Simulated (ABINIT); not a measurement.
ZrS2:

```
Zr S
1.0
     3.69138    0.00000    0.00000
    -1.84569    3.19683    0.00000
     0.00000    0.00000    6.04108
Zr S
1 2
Direct
  0.00000 0.00000 0.00000
  0.33333 0.66667 0.23791
  0.66667 0.33333 0.76209
```

The cell is a database's computed one.

Program: ABINIT 10.8.3 (patched build). Alike in all runs: no spin polarisation; cell as given; cutoff (eV) 544; smearing fermi-dirac 0.05 eV.

Question: Order these runs on this cell by their pressure, lowest first.
A. level LDA; potentials or basis JTH PAW LDA v2.0; k mesh 10 × 10 × 6
B. level PBEsol+U; potentials or basis JTH PAW PBE v2.0; U Zr d U = 2 eV; k mesh 8 × 8 × 5; double counting (usepawu) 1; k mesh for the DOS 11 × 11 × 7
C. level BLYP; potentials or basis JTH PAW PBE v2.0; k mesh 8 × 8 × 5
D. level PBEsol+U; potentials or basis JTH PAW PBE v2.0; U Zr d U = 8 eV; k mesh 8 × 8 × 5; double counting (usepawu) 1; k mesh for the DOS 11 × 11 × 7
E. level PBE; potentials or basis JTH PAW PBE v2.0; k mesh 6 × 6 × 4

Answer: A (-4.7 GPa), B (-1.4 GPa), E (0.4 GPa), D (2.1 GPa), C (4.1 GPa).

Caveats: this functional lacks dispersion, which binds the layers, so the pressure and a relaxed spacing across them are unreliable (some runs); the PAW data sets were made with another functional, which shifts forces and pressure a little (some runs).

Not every run made on this cell is shown here.
